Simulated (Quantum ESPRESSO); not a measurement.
# H on fcc sites of Rh(111): a series in the coverage, part 6 of 9

Wanted: a table for H on fcc sites of Rh(111) against the coverage, and what can be fitted to it.

Quantum ESPRESSO 7.5; plane-wave DFT, PBE, GBRV ultrasoft pseudopotentials.

So far. Step 6 (Ground state, 0 ML): Inside the slab this potential holds the local part of the pseudopotentials, which can be repulsive at the nuclei; only its value in the vacuum has a meaning of its own. Step 7 (Relaxation with pw.x, 0.1111 ML): The relaxation lowers the energy by 9 meV an atom. On the free atoms the largest force ends at 0.016 eV/Å.

### 8. SCF with pw.x, 0.1111 ML

m1.esm.in

```
&control
  prefix = 'm1.esm'
  outdir = './out'
  pseudo_dir = './pseudo'
  calculation = 'scf'
  tprnfor = .true.
/
&system
  ibrav = 0
  nat = 28
  ntyp = 2
  ecutwfc = 40
  ecutrho = 200
  occupations = 'smearing'
  smearing = 'mv'
  degauss = 0.02
  assume_isolated = 'esm'
  esm_bc = 'bc1'
/
&electrons
  conv_thr = 1e-07
  mixing_beta = 0.25
  electron_maxstep = 160
  mixing_mode = 'local-TF'
  mixing_ndim = 12
/
ATOMIC_SPECIES
  Rh  102.9055  rh_pbe_v1.4.uspp.F.UPF
  H   1.0080  h_pbe_v1.4.uspp.F.UPF
CELL_PARAMETERS angstrom
  8.12899563536155 0.00000000000000 0.00000000000000
  4.06449781768077 7.03991672747592 0.00000000000000
  0.00000000000000 0.00000000000000 19.32405518480968
ATOMIC_POSITIONS crystal
  Rh  0.000000000000 0.000000000000 -0.138411295300
  Rh  -0.000000000000 0.333333333300 -0.138411295300
  Rh  -0.000000000000 0.666666666700 -0.138411295300
  Rh  0.333333333300 0.000000000000 -0.138411295300
  Rh  0.333333333300 0.333333333300 -0.138411295300
  Rh  0.333333333300 0.666666666700 -0.138411295300
  Rh  0.666666666700 0.000000000000 -0.138411295300
  Rh  0.666666666700 0.333333333300 -0.138411295300
  Rh  0.666666666700 0.666666666700 -0.138411295300
  Rh  0.111111111100 0.111111111100 -0.023920192900
  Rh  0.111111111100 0.444444444500 -0.023920192900
  Rh  0.111111111100 0.777777777800 -0.023920192900
  Rh  0.444444444500 0.111111111100 -0.023920192900
  Rh  0.444444444500 0.444444444500 -0.023920192900
  Rh  0.444444444500 0.777777777800 -0.023920192900
  Rh  0.777777777800 0.111111111100 -0.023920192900
  Rh  0.777777777800 0.444444444500 -0.023920192900
  Rh  0.777777777800 0.777777777800 -0.023920192900
  Rh  0.887044004100 0.887044004100 0.088257928700
  Rh  0.887044004100 0.225911991900 0.088257928700
  Rh  0.889119591900 0.555440204100 0.087211316400
  Rh  0.225911991900 0.887044004100 0.088257928700
  Rh  0.223058519800 0.223058519800 0.087325329200
  Rh  0.223058519800 0.553882960400 0.087325329200
  Rh  0.555440204100 0.889119591900 0.087211316400
  Rh  0.553882960400 0.223058519800 0.087325329200
  Rh  0.555440204100 0.555440204100 0.087211316400
  H   0.000000000000 0.000000000000 0.138411295300
K_POINTS automatic
  4 4 1 0 0 0
```

Launch:

```
$ OMP_NUM_THREADS=1 mpirun -n 16 pw.x -nk 1 -in m1.esm.in > m1.esm.out
```

The log of the run:

```text
[banner, memory and clock lines left out]
Program PWSCF v.7.5 starts
[...]
Message from routine setup:
[...]
number of electrons       =       406.00
     number of Kohn-Sham states=          244
     kinetic-energy cutoff     =      40.0000  Ry
     charge density cutoff     =     200.0000  Ry
[...]
number of k points=     4  Marzari-Vanderbilt smearing, width (Ry)=  0.0200
[...]
Dense  grid:   356553 G-vectors     FFT dimensions: (  72,  72, 180)
[...]
negative rho (up, down):  1.606E+00 0.000E+00
     Starting wfcs are  325 randomized atomic wfcs
[...]
negative rho (up, down):  1.640E+00 0.000E+00
[...]
estimated scf accuracy    <      14.09770364 Ry
[...]
negative rho (up, down):  1.710E+00 0.000E+00
[...]
estimated scf accuracy    <       7.78354444 Ry
[...]
negative rho (up, down):  1.816E+00 0.000E+00
[...]
estimated scf accuracy    <       3.42969922 Ry
[...]
negative rho (up, down):  1.795E+00 0.000E+00
[...]
estimated scf accuracy    <       0.24318855 Ry
[...]
negative rho (up, down):  1.793E+00 0.000E+00
[...]
estimated scf accuracy    <       0.07839089 Ry
[...]
negative rho (up, down):  1.760E+00 0.000E+00
[...]
estimated scf accuracy    <       0.06286475 Ry
[...]
negative rho (up, down):  1.759E+00 0.000E+00
[...]
estimated scf accuracy    <       0.08353379 Ry
[...]
negative rho (up, down):  1.748E+00 0.000E+00
[...]
estimated scf accuracy    <       0.00761368 Ry
[...]
negative rho (up, down):  1.742E+00 0.000E+00
[...]
estimated scf accuracy    <       0.02657377 Ry
[...]
negative rho (up, down):  1.693E+00 0.000E+00
[...]
estimated scf accuracy    <       0.01728849 Ry
[...]
negative rho (up, down):  1.671E+00 0.000E+00
[...]
estimated scf accuracy    <       0.01199979 Ry
[...]
negative rho (up, down):  1.657E+00 0.000E+00
[...]
estimated scf accuracy    <       0.02054089 Ry
[...]
negative rho (up, down):  1.635E+00 0.000E+00
[...]
estimated scf accuracy    <       0.01746303 Ry
[...]
negative rho (up, down):  1.632E+00 0.000E+00
[...]
estimated scf accuracy    <       0.00129799 Ry
[...]
negative rho (up, down):  1.630E+00 0.000E+00
[...]
estimated scf accuracy    <       0.00102578 Ry
[...]
negative rho (up, down):  1.629E+00 0.000E+00
[...]
estimated scf accuracy    <       0.00031478 Ry
[...]
negative rho (up, down):  1.628E+00 0.000E+00
[...]
estimated scf accuracy    <       0.00058300 Ry
[...]
negative rho (up, down):  1.627E+00 0.000E+00
[...]
estimated scf accuracy    <       0.00026652 Ry
[...]
negative rho (up, down):  1.628E+00 0.000E+00
[...]
estimated scf accuracy    <       0.00017730 Ry
[...]
negative rho (up, down):  1.628E+00 0.000E+00
[...]
estimated scf accuracy    <       0.00012885 Ry
[...]
negative rho (up, down):  1.629E+00 0.000E+00
[...]
estimated scf accuracy    <       0.00003667 Ry
[...]
negative rho (up, down):  1.628E+00 0.000E+00
[...]
estimated scf accuracy    <       0.00000781 Ry
[...]
negative rho (up, down):  1.628E+00 0.000E+00
[...]
estimated scf accuracy    <       0.00000158 Ry
[...]
negative rho (up, down):  1.629E+00 0.000E+00
[...]
estimated scf accuracy    <       0.00000281 Ry
[...]
negative rho (up, down):  1.629E+00 0.000E+00
[...]
estimated scf accuracy    <       0.00000052 Ry
[...]
negative rho (up, down):  1.629E+00 0.000E+00
[...]
estimated scf accuracy    <       0.00000032 Ry
[...]
negative rho (up, down):  1.629E+00 0.000E+00
[...]
the Fermi energy is    -5.1071 ev
!    total energy              =   -4622.55192579 Ry
     estimated scf accuracy    <       0.00000004 Ry
     smearing contrib. (-TS)   =      -0.01367810 Ry
     internal energy E=F+TS    =   -4622.53824769 Ry
[...]
one-electron contribution =   39735.99216451 Ry
     hartree contribution      =  -19890.24989004 Ry
     xc contribution           =    -807.66018671 Ry
     ewald contribution        =  -23660.62033545 Ry
     convergence has been achieved in  27 iterations
     negative rho (up, down):  1.629E+00 0.000E+00
[...]
Total force =     0.066708     Total SCF correction =     0.000824
[...]
```

The job ended after 7.7 min (16 MPI ranks of Arm Neoverse V2, shared host; peak memory 3.8 GiB; 2.1 h of CPU time).

Read from the output:

| Item | Value |
| --- | --- |
| free energy | -62893.0229 eV |
| Fermi energy | -5.107 eV |
| vacuum line at the lower end of the cell, over the Fermi level | 5.091 eV |
| vacuum line at the upper end of the cell, over the Fermi level | 5.123 eV |

Inside the slab this potential holds the local part of the pseudopotentials, which can be repulsive at the nuclei; only its value in the vacuum has a meaning of its own.

[end of part 6 of 9]

[Logs are printed without paths, hosts, clocks, repeated set-up lines and the standing remarks that a program may print on its own settings, such as how far it seeks lower states.]

[Hosts, paths, dates, database ids (printed as entryN), source tags and the programs' standing remarks are cut or masked in the printed files.]

[Maps of the electrostatic potential energy from Ansatz leave out the sawtooth potential of an applied field or a dipole correction, so their vacuum need not be flat; planar profiles and work functions include it.]
